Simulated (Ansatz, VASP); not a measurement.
**Two plane-wave programs on TiB**

```xyz
8
Lattice="6.2400 0.0000 0.0000 0.0000 3.1200 0.0000 0.0000 0.0000 4.6494" Properties=species:S:1:pos:R:3 pbc="T T T"
Ti    4.2245    0.7800    1.7528
Ti    2.0155    2.3400    2.8966
Ti    5.1355    2.3400    4.0776
Ti    1.1045    0.7800    0.5719
B     3.3010    0.7800    4.1705
B     2.9391    2.3400    0.4789
B     6.0591    2.3400    1.8458
B     0.1810    0.7800    2.8036
```

Change from the starting cell: volume scaled by 1.06.

Alike in both runs: task single point; functional PBEsol; k mesh 5 × 9 × 6; occupations fermi-dirac, width 0.05 eV; no spin polarisation.

|  | VASP | Ansatz |
| --- | --- | --- |
| version | VASP 6.6.1 | Ansatz 0.2.0 |
| potentials or method | VASP PAW PBE potentials, release 64 (Ti_sv, B) | Ansatz PAW |
| plane-wave cutoff (eV) | 520 | 420 |
| valence electrons in the cell | 60 | 60 |

Ansatz gave:

```
gap on the k mesh at the Fermi level (eV)       : none
pressure (GPa)                                  : -16.2
largest component of the traceless stress (GPa) : 0.39
rms of the force components (eV/Å)              : 0.164
```

Question: What did VASP give for the same quantities?

Answer: gap on the k mesh at the Fermi level (eV): none; pressure (GPa): -16.0; largest component of the traceless stress (GPa): 0.38; rms of the force components (eV/Å): 0.162.

Atom by atom the forces differ by 0.003 eV/Å (rms over components). A gap of «none» marks a metal or a gap that the smearing closes. With one functional, cell and mesh, what is left measures potentials, basis and numerics.

Caveats: the PAW data sets were made with another functional, which shifts forces and pressure a little (VASP); the PAW data sets come from PBE, with cores solved anew for the run's functional, which leaves a small shift of forces and pressure (Ansatz).
